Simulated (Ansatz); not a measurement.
Li2Nb4O11: what each run costs

Cell: 17 atoms, space group C2/m, a = 8.206 Å, b = 8.206 Å, c = 9.931 Å, α = 125.65°, β = 125.65°, γ = 26.72°.

All runs are DFT with Ansatz 0.2.0 on 1 thread of AMD EPYC 9R14 (Zen 4) (x86_64; 16 cores open to the job, memory cap 3.0 GiB, no GPU), a shared host.

Q: Rank the runs by wall time, shortest first.
A. single point, PBE, gradients read without the response of the cores, 420 eV, 7×7×3 k-points, smearing 0.02 eV
B. single point, PBE with spin–orbit coupling, gradients read without the response of the cores, 420 eV, 7×7×3 k-points, smearing 0.02 eV
C. single point, r2SCAN, gradients read without the response of the cores, 500 eV, 7×7×3 k-points, smearing 0.02 eV

A: A (39 s, 0.89 GiB), C (73 s, 1.4 GiB), B (6.2 min, 2.3 GiB).
